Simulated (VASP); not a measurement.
Wanted: the native input for a VASP 6.6.1 run.

```
Task                   : relaxation of the atoms
Functional             : PBE
Potentials or basis    : VASP PAW PBE potentials, release 64 (Si, C_s)
Cutoff                 : 300 eV
k mesh                 : 5 × 5 × 5
Occupations            : gaussian, width 0.03 eV
Spin                   : no spin polarisation
Further INCAR settings : ALGO = Fast; EDIFF = 1e-07; IBRION = 2; EDIFFG = -0.01; NSW = 40
```

The structure of SiC (Moissanite 3C) lies in POSCAR:

```
SiC                                     
1.0
    0.0000000000      2.2016432710      2.2016432710
    2.2016432710      0.0000000000      2.2016432710
    2.2016432710      2.2016432710      0.0000000000
  Si              C             
     1     1
Direct
     0.0000000000000000    0.0000000000000000    0.0000000000000000
     0.2500000000000000    0.2500000000000000    0.2500000000000000
```

The cell isn't the ideal one: a relaxed cell with its volume scaled by 1.02.

One way to write it, as run:

INCAR

```
SYSTEM = SiC
  PREC = Accurate
  ENCUT = 300
  EDIFF = 1E-7
  ISMEAR = 0
  SIGMA = 0.03
  LREAL = .FALSE.
  LASPH = .TRUE.
  NELM = 80
  ALGO = Fast
  ISIF = 2
  LWAVE = .FALSE.
  LCHARG = .FALSE.
  GGA = PE
  IBRION = 2
  NSW = 40
  EDIFFG = -0.01
```

KPOINTS

```
Automatic mesh
0
G
  5 5 5
  0 0 0
```

Potentials or basis: VASP PAW PBE potentials, release 64 (Si, C_s).

Launch:

```console
$ cat potpaw_PBE.64/Si/POTCAR potpaw_PBE.64/C_s/POTCAR > POTCAR
$ mpirun -np 1 vasp_std > vasp.out
```

It gave:

- Band gap on the k mesh: 1.83 eV, indirect (least direct gap 4.76 eV)

Caveat: the k mesh is coarse (spacing up to 0.49 Å⁻¹), so the values aren't converged; the relaxation stopped at its first step, so nothing moved; an odd mesh through Γ misses points on the zone boundary, where band edges often lie.

Wall time 1.7 s on 1 thread of Intel(R) Xeon(R) 6975P-C (Granite Rapids), on a shared host, peak memory 0.11 GiB.
